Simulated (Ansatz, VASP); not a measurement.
## Two plane-wave programs on KI

INCAR

```
PREC = Accurate
ENCUT = 520
EDIFF = 1E-6
ISMEAR = 0
SIGMA = 0.01
LREAL = F
LASPH = T
NELM = 80
ALGO = Normal
ISIF = 2
LWAVE = F
LCHARG = F
GGA = PE
NBANDS = 15
```

File KPOINTS:

```
Automatic mesh
0
Gamma
  6 6 6
```

Contents of POSCAR:

```
KI
1.0
    0.0000000000      3.9658943916      3.9658943916
    3.9658943916      0.0000000000      3.9658943916
    3.9658943916      3.9658943916      0.0000000000
K I
1 1
Direct
    0.0000000000      0.0000000000      0.0000000000
    0.2500000000      0.2500000000      0.2500000000
```

Input for Ansatz:

```yaml
crystal:
  lattice:
    - [0.0, 3.9658943916, 3.9658943916]
    - [3.9658943916, 0.0, 3.9658943916]
    - [3.9658943916, 3.9658943916, 0.0]
  atoms:
    - { symbol: K, position: [0.0, 0.0, 0.0] }
    - { symbol: I, position: [0.25, 0.25, 0.25] }
kpoints:
  mp_grid: { grid: [6, 6, 6] }
  band_path:
    path:
      - [0.0, 0.0, 0.0]
      - [-0.5, -0.5, 0.0]
      - [-0.375, -0.375, 0.25]
      - [-0.375, 0.0, 0.375]
      - [0.0, 0.0, 0.5]
      - [-0.5, -0.25, 0.25]
      - [0.0, 0.145833, -0.145833]
    npoints: 1
hamiltonian:
  xc: pbe
scf:
  occupations: { method: fixed }
  n_extra_bands: 4
output:
  forces: true
  stress: true
  eigenvalues: true
```

Alike in both runs: task single point; functional PBE; k mesh 6 × 6 × 6; no spin polarisation.

|  | VASP | Ansatz |
| --- | --- | --- |
| version | VASP 6.6.1 | Ansatz 0.2.0 |
| potentials or method | VASP PAW PBE potentials, release 64 (K_sv, I) | plane waves, PAW |
| plane-wave cutoff (eV) | 520 | 420 |
| occupations | gaussian, width 0.01 eV | fixed |
| valence electrons in the cell | 16 | 26 |

|  | VASP | Ansatz | Ansatz less VASP |
| --- | --- | --- | --- |
| gap on the k mesh at the Fermi level (eV) | 3.93 | 3.93 | +0.003 |
| pressure (GPa) | 0.2 | 0.2 | -0.02 |

The two sets of potentials don't hold the same shells in valence.

Caveats: spin-orbit coupling is left out, which moves the levels of the heavy elements. A k mesh can miss the band edges. As with any semilocal functional, this PBE gap is likely too small.
